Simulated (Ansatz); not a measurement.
Crystal: MgO.

```
Mg O
1.0
     0.00000    2.09700    2.09700
     2.09700    0.00000    2.09700
     2.09700    2.09700    0.00000
Mg O
1 1
Cartesian
  0.0000 0.0000 0.0000
  2.0970 2.0970 2.0970
```

The cell is a database's computed one.

Base run:

```yaml
Program: Ansatz 0.2.0
Functional: RPBE
Potentials_or_basis: Ansatz PAW
Cutoff: "420 eV (not typed: the program's choice for these potentials)"
k_mesh: 11 × 11 × 11
Occupations: gaussian, width 0.05 eV
Spin: no spin polarisation
```

Its results: band gap on the k mesh 4.98 eV, direct; pressure 12.0 GPa.

Question: The run is repeated on the same cell with these changes: functional from RPBE to PBE; occupations from gaussian, width 0.05 eV to gaussian, width 0.1 eV. What comes out?

Answer: Band gap on the k mesh 4.87 eV, direct; pressure 6.9 GPa.

Caveats: odd divisions of the mesh miss points on the zone boundary, where band edges often lie, so the gap on the mesh can be too wide; the PAW data sets come from PBE, with cores solved anew for the run's functional, which leaves a small shift of forces and pressure (some runs).

